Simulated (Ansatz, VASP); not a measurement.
# One calculation of Fe, two programs

```
Fe
1.0
    -1.44300    1.44300    1.47186
     1.44300   -1.44300    1.47186
     1.44300    1.44300   -1.47186
Fe
1
Direct
  0.00000 0.00000 0.00000
```

Change from the starting cell: strain = 0.02.

Alike in both runs: task single point; functional PBE; k mesh 10 × 10 × 10; occupations fermi-dirac, width 0.05 eV; collinear spin, ferromagnetic start.

|  | VASP | Ansatz |
| --- | --- | --- |
| version | VASP 6.6.1 | Ansatz 0.2.0 |
| potentials or method | VASP PAW PBE potentials, release 64 (Fe) | Ansatz PAW |
| plane-wave cutoff (eV) | 520 | 420 |
| valence electrons in the cell | 8 | 16 |

```tsv
	VASP	Ansatz	Ansatz less VASP
gap on the k mesh at the Fermi level (eV)	none	none	-
pressure (GPa)	-12.9	-13.5	-0.63
largest component of the traceless stress (GPa)	0.80	1.11	+0.313
net moment per atom (μB)	2.26	2.21	-0.045
size of the moment on the site where the two differ most (μB)	2.27	2.28	+0.009
```

Site moments also hang on the region over which each program counts them. A gap of «none» marks a metal or a gap that the smearing closes. With one functional, cell and mesh, what is left measures potentials, basis and numerics. The two sets of potentials don't hold the same shells in valence.
